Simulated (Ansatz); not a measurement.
## ZnCu in Ansatz: the effect of functional

Crystal: ZnCu.

```
CELL_PARAMETERS angstrom
2.90520 0.00000 0.00000
0.00000 2.90520 0.00000
0.00000 0.00000 2.90520
ATOMIC_POSITIONS crystal
Zn 0.50000 0.50000 0.50000
Cu 0.00000 0.00000 0.00000
```

The cell isn't the ideal one: volume scaled by 0.96.

Alike in all runs:

- Program: Ansatz 0.2.0
- Task: single point
- Potentials or basis: Ansatz PAW
- k mesh: 9 × 9 × 9
- Occupations: fermi-dirac, width 0.05 eV
- Spin: no spin polarisation

```tsv
functional	cutoff	pressure (GPa)
LDA	420 eV (not typed: the program's choice for these potentials)	-4.9
r2SCAN	500 eV (not typed: the program's choice for these potentials)	?
PBE	420 eV (not typed: the program's choice for these potentials)	8.3
```

What does the run with functional r2SCAN give?

Pressure 2.2 GPa.

Caveats: the PAW data sets come from PBE, with cores solved anew for the run's functional, which leaves a small shift of forces and pressure (some runs).
